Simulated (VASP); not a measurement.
## Ca in VASP: convergence with ENAUG

Input of the first run (ENAUG 300); the others differ in this setting and in those tied to it:

The input INCAR:

```
SYSTEM = Ca
PREC = Medium
ENCUT = 520
EDIFF = 1E-6
ISMEAR = 0
SIGMA = 0.02
LREAL = .False.
LASPH = .True.
NELM = 60
ALGO = Normal
ISIF = 2
LWAVE = .False.
LCHARG = .False.
GGA = PE
NBANDS = 28
ENAUG = 300
```

KPOINTS

```
Automatic mesh
0
Gamma
  6 6 1
  0 0 0
```

The input POSCAR:

```
Ca
1.0
    3.8460739625      0.0000000000      0.0000000000
    1.5490424211      3.5203341464      0.0000000000
    0.0000000000      0.0000000000     24.5497226215
Ca
4
Direct
    0.1354587196      0.1354587196      0.3055024334
    0.5590978660      0.5590978660      0.4351674778
    0.9827370123      0.9827370123      0.5648325222
    0.4063761587      0.4063761587      0.6944975666
```

Potentials or basis: VASP PAW PBE potentials, release 64 (Ca_sv).

Run with:

```sh
$ cat potpaw_PBE.64/Ca_sv/POTCAR > POTCAR
$ mpirun -np 1 vasp_std > vasp.out
```

Hardware: 1 thread of Intel(R) Xeon(R) Platinum 8559C (Emerald Rapids) (shared host).

**Question.** The values tried are 300, 400, 500, 700, 900, 1200, 1600, loosest first. From which on does the largest force stay within 0.005 eV/Å of the tightest run that finished?

**Answer.** From 500 on.

```csv
ENAUG,"energy less the tightest run, at zero smearing (meV/atom)",largest force (eV/Å),SCF cycles,CPU time (s),peak memory (GiB)
300,-0.52,0.090,21,83,0.22
400,-0.17,0.081,21,72,0.21
500,-0.14,0.076,21,83,0.23
700,0.02,0.076,21,69,0.24
900,-0.02,0.076,21,75,0.27
1200,0.00,0.076,21,74,0.31
1600,0.00,0.076,21,86,0.34
```

Against the tightest run, the energy stays within 1 meV/atom from 300 on. The tightest run that finished is the yardstick and may itself not be fully converged.
